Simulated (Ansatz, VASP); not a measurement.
One calculation of Os, two programs

File INCAR:

```
PREC = Accurate ; ENCUT = 520
EDIFF = 1E-6 ; ISMEAR = -1
SIGMA = 0.1 ; LREAL = False
LASPH = True ; NELM = 60
ALGO = Normal ; ISIF = 2
LWAVE = False ; LCHARG = False
GGA = PE ; NBANDS = 15
```

KPOINTS

```
regular mesh
0
Gamma
  3 3 2
```

Contents of POSCAR:

```
Os
1.0
    2.7559294133      0.0000000000      0.0000000000
   -1.3779647066      2.3867048830      0.0000000000
    0.0000000000      0.0000000000      4.3426533301
Os
2
Direct
    0.3333333333      0.6666666667      0.2500000000
    0.6666666667      0.3333333333      0.7500000000
```

Input for Ansatz:

```yaml
crystal:
  lattice:
    - [2.7559294133, 0.0, 0.0]
    - [-1.3779647066, 2.386704883, 0.0]
    - [0.0, 0.0, 4.3426533301]
  atoms:
    - { symbol: Os, position: [0.3333333333, 0.6666666667, 0.25] }
    - { symbol: Os, position: [0.6666666667, 0.3333333333, 0.75] }
hamiltonian:
  xc: pbe
  pseudopotentials:
    kind: paw
    azcp:
      Os: "pseudopotentials/Os.paw.azcp"
basis:
  ecutwfc: 420
  fft_grid_basis: typed
kpoints:
  mp_grid: { grid: [3, 3, 2], shift: [0, 0, 0] }
magnetization:
  spin_polarized: false
scf:
  occupations: { method: fermi_dirac, width: 0.1 }
  lower_state_search: "off"
output:
  stress: true
```

Alike in both runs: task single point; functional PBE; k mesh 3 × 3 × 2; occupations fermi-dirac, width 0.1 eV; no spin polarisation.

|  | VASP | Ansatz |
| --- | --- | --- |
| version | VASP 6.6.1 | Ansatz 0.2.0 |
| potentials or method | VASP PAW PBE potentials, release 64 (Os) | plane waves (420 eV) with PAW, scalar-relativistic |
| plane-wave cutoff (eV) | 520 | 420 |
| valence electrons in the cell | 16 | 32 |

Ansatz gave:

```
pressure (GPa)                                  : 9.4
largest component of the traceless stress (GPa) : 29.26
```

Q: Estimate VASP's values.

A: Pressure (GPa): 9.0; largest component of the traceless stress (GPa): 28.97.

The functional is the same, so the differences come from potentials, cutoffs and numerics. The two sets of potentials don't hold the same shells in valence.

Caveats: the k mesh is coarse (spacing up to 0.88 Å⁻¹), so the values aren't converged. The runs have no spin-orbit coupling, so splittings on Os are missing.
